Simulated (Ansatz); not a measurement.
Consider the following.

```
InN
1.0
    3.58053     0.00000     0.00000
   -1.79026     3.10083     0.00000
    0.00000     0.00000     5.95448
In N
2 2
Direct
  0.66667   0.33333   0.49943
  0.33333   0.66667   0.99943
  0.66667   0.33333   0.12577
  0.33333   0.66667   0.62577
```

No spin polarisation.

Calculations: PBE/PAW in Ansatz (a quantum-chemistry and plane-wave program), no SOC. Settings: 11×11×6 k-points, 0.05 eV Fermi–Dirac smearing.

Q: Predict the space group, pressure and band gap.

A: 
- Space group: P6_3mc (No. 186)
- Pressure (mean of the normal stresses, compression positive): -3.2 GPa
- Band gap: zero

A case with no gap was solved on a k-mesh chosen for an insulator, which is coarse for it. The cells carry an imposed strain or load. Stability against distortions was not tested. The final runs are not spin-polarised. The cell was made from InN in the wurtzite structure (space group P6_3mc, No. 186) by this change: uniaxial strain ε_zz = +2.88 %. A zero or small gap of InN can be the functional's error rather than a property of the material.
